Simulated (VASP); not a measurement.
# CsBr (Pm-3m) in VASP: a series of runs

One crystal, CsBr, is run at these levels: PBE; tasks: single point.

Program: VASP 6.6.1. These are calculated values, not measurements. Logs are shortened: lines on timing, memory, paths and dates and some standing lists are left out, and cuts for length are marked.

### 1 The cell of the first run

Symmetry: Pm-3m, No. 221, cubic system. The conventional cell has a = 4.354 Å, b = 4.354 Å, c = 4.354 Å, α = 90.00°, β = 90.00°, γ = 90.00°. Around Cs (site symmetry m-3m) lie 8 Br at 3.77 Å. Br (site symmetry m-3m) is surrounded by 8 Cs at 3.77 Å.

The cell comes from a database or a generator and needn't be the stable form of this composition.

### 2 Single point, PBE (volume scaled by 1.02)

INCAR

```
SYSTEM = CsBr
PREC = Accurate
ENCUT = 520
EDIFF = 1E-6
ISMEAR = -1
SIGMA = 0.05
LREAL = .FALSE.
LASPH = .TRUE.
NELM = 100
ALGO = Normal
ISIF = 2
LWAVE = .FALSE.
LCHARG = .FALSE.
GGA = PE
NBANDS = 15
```

KPOINTS

```
regular mesh
0
G
  6 6 6
  0 0 0
```

POSCAR

```
CsBr
1.0
    4.3542695596      0.0000000000      0.0000000000
    0.0000000000      4.3542695596      0.0000000000
    0.0000000000      0.0000000000      4.3542695596
Cs Br
1 1
Direct
    0.0000000000      0.0000000000      0.0000000000
    0.5000000000      0.5000000000      0.5000000000
```

Potentials or basis: VASP PAW PBE potentials, release 64 (Cs_sv, Br).

Started as:

```bash
$ cat potpaw_PBE.64/Cs_sv/POTCAR potpaw_PBE.64/Br/POTCAR > POTCAR
$ mpirun -np 1 vasp_std > vasp.out
```

OUTCAR:

```text
SYSTEM = CsBr
   PREC = Accurate
   ENCUT = 520
   EDIFF = 1E-6
   ISMEAR = -1
   LREAL = .FALSE.
   LASPH = .TRUE.
   NELM = 100
   ISIF = 2
   GGA = PE

 ion  position               nearest neighbor table
   1  0.000  0.000  0.000-
   2  0.500  0.500  0.500-

  LATTYP: Found a simple cubic cell.
 ALAT       =     4.3542695596

  Lattice vectors:

 A1 = (   4.3542695596,   0.0000000000,   0.0000000000)
 A2 = (   0.0000000000,   4.3542695596,   0.0000000000)
 A3 = (   0.0000000000,   0.0000000000,   4.3542695596)

Analysis of symmetry for initial positions (statically):
=====================================================================
 Subroutine PRICEL returns:
 Original cell was already a primitive cell.

 Routine SETGRP: Setting up the symmetry group for a
 simple cubic supercell.

 Subroutine GETGRP returns: Found 48 space group operations
 (whereof 48 operations were pure point group operations)
 out of a pool of 48 trial point group operations.

The static configuration has the point symmetry O_h .

Analysis of symmetry for dynamics (positions and initial velocities):
=====================================================================
 Subroutine PRICEL returns:
 Original cell was already a primitive cell.

 Routine SETGRP: Setting up the symmetry group for a
 simple cubic supercell.

 Subroutine GETGRP returns: Found 48 space group operations
 (whereof 48 operations were pure point group operations)
 out of a pool of 48 trial point group operations.

The dynamic configuration has the point symmetry O_h .

 Subroutine INISYM returns: Found 48 space group operations
 (whereof 48 operations are pure point group operations),
 and found     1 'primitive' translations

----------------------------------------------------------------------------------------

                                     Primitive cell

  volume of cell :      82.5555

  direct lattice vectors                    reciprocal lattice vectors
     4.354269560  0.000000000  0.000000000     0.229659645  0.000000000  0.000000000
     0.000000000  4.354269560  0.000000000     0.000000000  0.229659645  0.000000000
     0.000000000  0.000000000  4.354269560     0.000000000  0.000000000  0.229659645

  length of vectors
     4.354269560  4.354269560  4.354269560     0.229659645  0.229659645  0.229659645

  position of ions in fractional coordinates (direct lattice)
     0.000000000  0.000000000  0.000000000
     0.500000000  0.500000000  0.500000000

  ion indices of the primitive-cell ions
   primitive index   ion index
                 1           1
                 2           2

----------------------------------------------------------------------------------------

 KPOINTS: regular mesh

Automatic generation of k-mesh.
 Grid dimensions read from file:
 generate k-points for:    6    6    6

 Generating k-lattice:

  Cartesian coordinates                     Fractional coordinates (reciprocal lattice)
     0.038276607  0.000000000  0.000000000     0.166666667  0.000000000  0.000000000
     0.000000000  0.038276607  0.000000000     0.000000000  0.166666667  0.000000000
     0.000000000  0.000000000  0.038276607     0.000000000  0.000000000  0.166666667

  Length of vectors
     0.038276607  0.038276607  0.038276607

  Shift w.r.t. Gamma in fractional coordinates (k-lattice)
     0.000000000  0.000000000  0.000000000

 Subroutine IBZKPT returns following result:
 ===========================================

 Found     20 irreducible k-points:

 Following reciprocal coordinates:
            Coordinates               Weight
  0.000000  0.000000  0.000000      1.000000
  0.166667  0.000000  0.000000      6.000000
  0.333333  0.000000  0.000000      6.000000
  0.500000  0.000000  0.000000      3.000000
  0.166667  0.166667  0.000000     12.000000
  0.333333  0.166667  0.000000     24.000000
[... 12 lines left out ...]
  0.500000  0.500000  0.333333      6.000000
  0.500000  0.500000  0.500000      1.000000
   k-points           NKPTS =     20   k-points in BZ     NKDIM =     20   number of bands    NBANDS=     15
   number of dos      NEDOS =    301   number of ions     NIONS =      2
   total plane-waves  NPLWV =  32768
   dimension x,y,z NGX =    32 NGY =   32 NGZ =   32
   dimension x,y,z NGXF=    64 NGYF=   64 NGZF=   64
   ions per type =               1   1
   NGX,Y,Z   is equivalent  to a cutoff of  12.22, 12.22, 12.22 a.u.
   NGXF,Y,Z  is equivalent  to a cutoff of  24.44, 24.44, 24.44 a.u.
 SYSTEM =  CsBr
   PREC   = accura    normal or accurate (medium, high low for compatibility)
   ISTART =      0    job   : 0-new  1-cont  2-samecut
   ICHARG =      2    charge: 1-file 2-atom 10-const
   ISPIN  =      1    spin polarized calculation?
   LNONCOLLINEAR =      F non collinear calculations
   LSORBIT =      F    spin-orbit coupling
   LASPH  =      T    aspherical Exc in radial PAW
   ENCUT  =  520.0 eV  38.22 Ry    6.18 a.u.   8.10  8.10  8.10*2*pi/ulx,y,z
   NELM   =    100;   NELMIN=  2; NELMDL= -5     # of ELM steps
   EDIFF  = 0.1E-05   stopping-criterion for ELM
[... 8 lines left out ...]
   TEBEG  =    0.0;   TEEND  =   0.0 temperature during run
   PSTRESS=    0.0 pullay stress
   NELECT =      16.0000    total number of electrons
   NUPDOWN=      -1.0000    fix difference up-down
   EMIN   =  10.00;   EMAX   =-10.00  energy-range for DOS
   EFERMI =   0.00;   METHOD = LEGACY
   ISMEAR =    -1;   SIGMA  =   0.05  broadening in eV -4-tet -1-fermi 0-gaus
   EFERMI_NEDOS =   21; number of points for ismear=-14 and -15
   IALGO  =     38    algorithm
   IMIX   =      4    mixing-type and parameters
     AMIX     =   0.40;   BMIX     =  1.00
     AMIX_MAG =   1.60;   BMIX_MAG =  1.00
  volume/ion in A,a.u.               =      41.28       278.56
  Fermi-wavevector in a.u.,A,eV,Ry     =   0.947399  1.790324 12.212107  0.897565
  Thomas-Fermi vector in A             =   2.075488
   LORBIT       =      0    0 simple, 1 ext, 2 COOP (PROOUT), +10 PAW based schemes
   GGA     = PE    functional components
   LHFCALC =     F    Hartree Fock is set to
   AEXX    =    0.0000 exact exchange contribution
   IVDW    =     0    specifies the selected vdW correction
   LEPSILON=     F    determine dielectric tensor
   LRPA    =     F    only Hartree local field effects (RPA)
 non-spin polarized calculation
  energy-cutoff  :      520.00
  volume of cell :       82.56
 maximum number of plane-waves:      2272
   NGX = 17   NGY = 17   NGZ = 17

 number of electron      16.0000003 magnetization

 Free energy of the ion-electron system (eV)
  ---------------------------------------------------
  ext. energy  EPLUGINS =         0.00000000
  ---------------------------------------------------
  free energy    TOTEN  =        -6.02176942 eV

  energy without entropy =       -6.02176942  energy(sigma->0) =       -6.02176942

 E-fermi :   0.5730     XC(G=0):  -7.8653

 val. band max:       -0.5202022368   @ k =   0.5000   0.5000   0.0000
 cond. band min:       3.8123538139   @ k =   0.0000   0.0000   0.0000
 fundamental gap:      4.3325560506
 Fermi energy:         0.5729808220

 k-point     1 :       0.0000    0.0000    0.0000
  band No.  band energies     occupation
      1     -20.3750      2.00000
      2     -12.8374      2.00000
      3      -6.9869      2.00000
      4      -6.9869      2.00000
      5      -6.9869      2.00000
      6      -0.5366      2.00000
      7      -0.5366      2.00000
      8      -0.5366      2.00000
      9       3.8124      0.00000
     10       4.4309      0.00000
     11       4.4309      0.00000
     12       8.4441      0.00000
     13       8.4441      0.00000
     14       8.4441      0.00000
     15      11.3842      0.00000

 k-point     2 :       0.1667    0.0000    0.0000
  band No.  band energies     occupation
      1     -20.3642      2.00000
      2     -12.8387      2.00000
      3      -7.0822      2.00000
      4      -6.9652      2.00000
      5      -6.9652      2.00000
      6      -0.9137      2.00000
      7      -0.5788      2.00000
      8      -0.5788      2.00000
      9       4.4325      0.00000
     10       4.6005      0.00000
     11       4.9955      0.00000
     12       8.2995      0.00000
     13       8.2995      0.00000
     14       8.5764      0.00000
     15      10.0812      0.00000

 k-point     3 :       0.3333    0.0000    0.0000
  band No.  band energies     occupation
      1     -20.3424      2.00000
      2     -12.8426      2.00000
      3      -7.2570      2.00000
      4      -6.9209      2.00000
      5      -6.9209      2.00000
      6      -1.5081      2.00000
      7      -0.6661      2.00000
      8      -0.6661      2.00000
      9       5.0463      0.00000
     10       5.7259      0.00000
     11       6.2629      0.00000
     12       8.1646      0.00000
     13       8.1646      0.00000
     14       8.5259      0.00000
     15       8.8985      0.00000
[... 271 lines left out ...]
 k-point    19 :       0.5000    0.5000    0.3333
  band No.  band energies     occupation
      1     -20.2666      2.00000
      2     -12.6946      2.00000
      3      -7.3860      2.00000
      4      -7.3860      2.00000
      5      -7.2276      2.00000
      6      -1.4741      2.00000
      7      -1.4741      2.00000
      8      -1.3737      2.00000
      9       6.8701      0.00000
     10       6.9838      0.00000
     11       7.1636      0.00000
     12       7.1636      0.00000
     13       9.0384      0.00000
     14       9.0384      0.00000
     15      10.4645      0.00000

 k-point    20 :       0.5000    0.5000    0.5000
  band No.  band energies     occupation
      1     -20.2576      2.00000
      2     -12.6776      2.00000
      3      -7.3462      2.00000
      4      -7.3462      2.00000
      5      -7.3462      2.00000
      6      -1.5997      2.00000
      7      -1.5997      2.00000
      8      -1.5997      2.00000
      9       7.5787      0.00000
     10       7.5787      0.00000
     11       7.5787      0.00000
     12       8.4205      0.00000
     13       8.4205      0.00000
     14       8.4205      0.00000
     15      10.5122      0.00000

------------------------ aborting loop because EDIFF is reached ----------------------------------------

  FORCE on cell =-STRESS in cart. coord.  units (eV):
  Direction    XX          YY          ZZ          XY          YZ          ZX
  --------------------------------------------------------------------------------------
  -------------------------------------------------------------------------------------
  Total        0.1866188      0.1866188      0.1866188      0.0000000      0.0000000      0.0000000
  in kB        3.6217632      3.6217632      3.6217632      0.0000000      0.0000000      0.0000000
  external PRESSURE =       3.6217632 kB  Pullay stress =       0.0000000 kB

 VOLUME and BASIS-vectors are now :
 -----------------------------------------------------------------------------
  energy-cutoff  :      520.00
  volume of cell :       82.56
      direct lattice vectors                 reciprocal lattice vectors
     4.354269560  0.000000000  0.000000000     0.229659645  0.000000000  0.000000000
     0.000000000  4.354269560  0.000000000     0.000000000  0.229659645  0.000000000
     0.000000000  0.000000000  4.354269560     0.000000000  0.000000000  0.229659645

 POSITION                                       TOTAL-FORCE (eV/Angst)
 -----------------------------------------------------------------------------------
      0.00000      0.00000      0.00000         0.000000      0.000000      0.000000
      2.17713      2.17713      2.17713         0.000000      0.000000      0.000000
 -----------------------------------------------------------------------------------
    total drift:                                0.000000      0.000000     -0.000000

  FREE ENERGIE OF THE ION-ELECTRON SYSTEM (eV)
  ---------------------------------------------------
  free  energy   TOTEN  =        -6.0217694247 eV

  energy  without entropy=       -6.0217694247  energy(sigma->0) =       -6.02176942
```

Wall time 20 s (1 thread of AMD EPYC 7R13 (Zen 3), shared host); peak memory 0.15 GiB.

What came out:

- Free energy: -6.0218 eV
- Pressure: 0.4 GPa
- Band gap on the k mesh: 4.33 eV, indirect (least direct gap 4.35 eV)

Levels at points of the mesh, in eV from the valence-band top:
```
           k point  band 6  band 7  band 8  band 9  band 10  band 11
(0.00, 0.00, 0.00)   -0.02   -0.02   -0.02    4.33     4.95     4.95
(0.50, 0.00, 0.00)   -1.24   -0.19   -0.19    5.90     7.07     7.50
(0.50, 0.50, 0.00)   -0.57   -0.57    0.00    5.23     5.46     7.18
(0.50, 0.50, 0.50)   -1.08   -1.08   -1.08    8.10     8.10     8.10
```

Caveat: spin-orbit coupling is left out, which moves the levels of the heavy elements.

(Continued in part 2 of 2.)
